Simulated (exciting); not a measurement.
# Li (Fm-3m) in exciting: reference runs

Reference runs on Li: the cell as given and a disturbed copy.

All numbers are computed with exciting (release sodium); they aren't measurements. Logs are shortened: lines on timing, memory, paths and dates and some standing lists are left out, and cuts for length are marked.

## (1) The structure

It takes space group Fm-3m (No. 225, cubic). Conventional cell: a = 4.404 Å, b = 4.404 Å, c = 4.404 Å, α = 90.00°, β = 90.00°, γ = 90.00°. Li (site symmetry m-3m) is surrounded by 12 Li at 3.11 Å.

This isn't the form of Li at room conditions, which is bcc.

## (2) Single point, PBE

input.xml reads:

```xml
<input>
  <title>Li</title>
  <structure speciespath="./" tshift="false">
    <crystal scale="1">
      <basevect>0.000000000000 4.161176926426 4.161176926426</basevect>
      <basevect>4.161176926426 0.000000000000 4.161176926426</basevect>
      <basevect>4.161176926426 4.161176926426 0.000000000000</basevect>
    </crystal>
    <species speciesfile="Li.xml" rmt="1.7">
      <atom coord="0.000000000000 0.000000000000 0.000000000000"/>
    </species>
  </structure>
  <groundstate do="fromscratch" ngridk="10 10 10" rgkmax="7" gmaxvr="14" lmaxapw="10" lmaxmat="10" lmaxvr="8" xctype="GGA_PBE" stype="Fermi Dirac" swidth="0.00183747" nempty="8" ValenceRelativity="zora" epsengy="1e-05" epspot="1e-05" maxscl="60" tforce="true" outputlevel="normal"/>
</input>
```

Potentials or basis: all-electron LAPW+lo, shipped species files, valence relativity zora.

On the command line:

```bash
$ OMP_NUM_THREADS=1 exciting_smp
```

INFO.OUT:

```text
================================================================================
EXCITING SODIUM started
[... 10 lines left out ...]

 Lattice vectors (cartesian) :
      0.0000000000      4.1611769264      4.1611769264
      4.1611769264      0.0000000000      4.1611769264
      4.1611769264      4.1611769264      0.0000000000

 Reciprocal lattice vectors (cartesian) :
     -0.7549769474      0.7549769474      0.7549769474
      0.7549769474     -0.7549769474      0.7549769474
      0.7549769474      0.7549769474     -0.7549769474

 Unit cell volume                           :     144.1048310845
 Brillouin zone volume                      :       1.7213178183

 Species :    1 (Li)
     parameters loaded from                 :    Li.xml
     name                                   :    lithium
     nuclear charge                         :      -3.00000000
     electronic charge                      :       3.00000000
     atomic mass                            :   12652.66897000
     muffin-tin radius                      :       1.70000000
     # of radial points in muffin-tin       :     250

     atomic positions (lattice) :
       1 :   0.00000000  0.00000000  0.00000000

 Total number of atoms per unit cell        :       1

 Spin treatment                             :    spin-unpolarised

 Number of Bravais lattice symmetries       :      48
 Number of crystal symmetries               :      48

 k-point grid                               :      10   10   10
 Total number of k-points                   :      47
 k-point set is reduced with crystal symmetries

 R^MT_min * |G+k|_max (rgkmax)              :       7.00000000
 Species with R^MT_min                      :       1 (Li)
 Maximum |G+k| for APW functions            :       4.11764706
 Maximum |G| for potential and density      :      14.00000000

 G-vector grid sizes                        :      27    27    27
 Total number of G-vectors                  :    6615

 Maximum angular momentum used for
     APW functions                          :      10
     computing H and O matrix elements      :      10
     potential and density                  :       8
     inner part of muffin-tin               :       2

 Total nuclear charge                       :      -3.00000000
 Total electronic charge                    :       3.00000000
 Total core charge                          :       0.00000000
 Total valence charge                       :       3.00000000

 Number of empty states                     :       8
 Total number of valence states             :      10

 Maximum Hamiltonian size                   :     178
 Maximum number of plane-waves              :     176
 Total number of local-orbitals             :       2

 Exchange-correlation type                  :      20
[... 23 lines left out ...]
+ SCF iteration number :    1                                                  +
++++++++++++++++++++++++++++++++++++++++++++++++++++++++++++++++++++++++++++++++
 Total energy                               :        -7.54082215
 _______________________________________________________________
 Fermi energy                               :         0.01049223
 Kinetic energy                             :         7.46103999
 Coulomb energy                             :       -13.13751086
 Exchange energy                            :        -1.78526771
 Correlation energy                         :        -0.07908356

 DOS at Fermi energy (states/Ha/cell)       :        15.42646517

 Electron charges :
     core                                   :         0.00000000
     core leakage                           :         0.00000000
     valence                                :         3.00000000
     interstitial                           :         0.92227268
     charge in muffin-tin spheres :
                  atom     1    Li          :         2.07772732
     total charge in muffin-tins            :         2.07772732
     total charge                           :         3.00000000
[... 210 lines left out ...]
 Electron charges :
     core                                   :         0.00000000
     core leakage                           :         0.00000000
     valence                                :         3.00000000
     interstitial                           :         0.92259053
     charge in muffin-tin spheres :
                  atom     1    Li          :         2.07740947
     total charge in muffin-tins            :         2.07740947
     total charge                           :         3.00000000

 RMS change in effective potential (target) :  0.249153E-06  ( 0.100000E-04)
 Absolute change in total energy   (target) :  0.318356E-06  ( 0.100000E-04)
 Charge distance                   (target) :  0.244026E-07  ( 0.100000E-04)
 Abs. change in max-nonIBS-force   (target) :   0.00000      ( 0.500000E-04)

++++++++++++++++++++++++++++++++++++++++++++++++++++++++++++++++++++++++++++++++
| Convergency criteria checked for the last 2 iterations                       +
| Convergence targets achieved. Performing final SCF iteration                 +
++++++++++++++++++++++++++++++++++++++++++++++++++++++++++++++++++++++++++++++++
 Total energy                               :        -7.52214077
 _______________________________________________________________
 Fermi energy                               :         0.01023125
 Kinetic energy                             :         7.45466641
 Coulomb energy                             :       -13.11548625
 Exchange energy                            :        -1.78225616
 Correlation energy                         :        -0.07906477

 DOS at Fermi energy (states/Ha/cell)       :        15.46094445

 Electron charges :
     core                                   :         0.00000000
     core leakage                           :         0.00000000
     valence                                :         3.00000000
     interstitial                           :         0.92259053
     charge in muffin-tin spheres :
                  atom     1    Li          :         2.07740947
     total charge in muffin-tins            :         2.07740947
     total charge                           :         3.00000000

++++++++++++++++++++++++++++++++++++++++++++++++++++++++++++++++++++++++++++++++
+ Self-consistent loop stopped                                                 +
++++++++++++++++++++++++++++++++++++++++++++++++++++++++++++++++++++++++++++++++
 STATE.OUT is written

--------------------------------------------------------------------------------
- Writing atomic positions and forces                                          -
--------------------------------------------------------------------------------

 Atomic positions (lattice) :
 atom     1  Li  :     0.00000000    0.00000000    0.00000000

 Total atomic forces including IBS (cartesian) :
 atom     1  Li  :     0.00000000    0.00000000    0.00000000

 Atomic force components including IBS (cartesian) :
 atom     1  Li  :     0.00000000    0.00000000    0.00000000   HF force
                 :     0.00000000    0.00000000    0.00000000   core correction
                 :     0.00000000    0.00000000    0.00000000   IBS correction

********************************************************************************
[... 7 lines left out ...]
| EXCITING SODIUM stopped                                                      =
================================================================================
```

It took 13 s on 1 thread of Arm Neoverse V1, shared host; peak memory 0.1 GiB.

Results:

```yaml
Free_energy: -204.6924 eV
Band_gap_on_the_k_mesh: none (metal or under the smearing width)
All_electrons_inside_the_program's_atomic_spheres: Li 2.08 (radii Li 1.7 bohr)
```

Caveat: the log's total energy holds no entropy term; the free energy is that total less TS from the occupations.

## (3) Single point, PBE (cell strained at random at fixed volume)

input.xml reads:

```xml
<input>
  <title>Li</title>
  <structure speciespath="./" tshift="false">
    <crystal scale="1">
      <basevect>-0.055540940529 4.137636608091 4.096816634073</basevect>
      <basevect>4.240872346280 -0.150361728284 4.191639311555</basevect>
      <basevect>4.067318009268 4.058904948561 0.023192608728</basevect>
    </crystal>
    <species speciesfile="Li.xml" rmt="1.7">
      <atom coord="-0.002398000000 0.005301000000 0.002969000000"/>
    </species>
  </structure>
  <groundstate do="fromscratch" ngridk="10 10 10" rgkmax="7" gmaxvr="14" lmaxapw="10" lmaxmat="10" lmaxvr="8" xctype="GGA_PBE" stype="Fermi Dirac" swidth="0.00183747" nempty="8" ValenceRelativity="zora" epsengy="1e-05" epspot="1e-05" maxscl="60" tforce="true" outputlevel="normal"/>
</input>
```

Potentials or basis: all-electron LAPW+lo, shipped species files, valence relativity zora.

On the command line:

```bash
$ OMP_NUM_THREADS=1 exciting_smp
```

It took 3.8 min on 1 thread of Arm Neoverse V1, shared host; peak memory 0.11 GiB.

Results (log left out):

| Quantity | Value |
| --- | --- |
| Free energy | -204.6896 eV |
| Band gap on the k mesh | none (metal or under the smearing width) |
| All electrons inside the program's atomic spheres | Li 2.08 (radii Li 1.7 bohr) |

Levels at points of the mesh, in eV from the Fermi level:
```tsv
k point	band 1	band 2	band 3	band 4	band 5
(0.00, 0.00, 0.00)	-46.54	-3.43	13.07	13.99	14.46
(0.50, 0.00, 0.00)	-46.52	0.05	2.78	12.12	12.45
(0.00, 0.50, 0.00)	-46.52	-0.17	2.43	12.75	12.80
(0.50, 0.50, 0.00)	-46.52	1.65	4.68	7.41	8.86
(0.00, 0.00, 0.50)	-46.52	0.25	3.08	11.60	12.11
(0.50, 0.00, 0.50)	-46.52	1.53	4.56	7.88	8.63
(0.00, 0.50, 0.50)	-46.52	1.51	4.54	8.07	8.50
(0.50, 0.50, 0.50)	-46.52	0.19	2.99	11.72	12.23
```

Caveat: the log's total energy holds no entropy term; the free energy is that total less TS from the occupations.
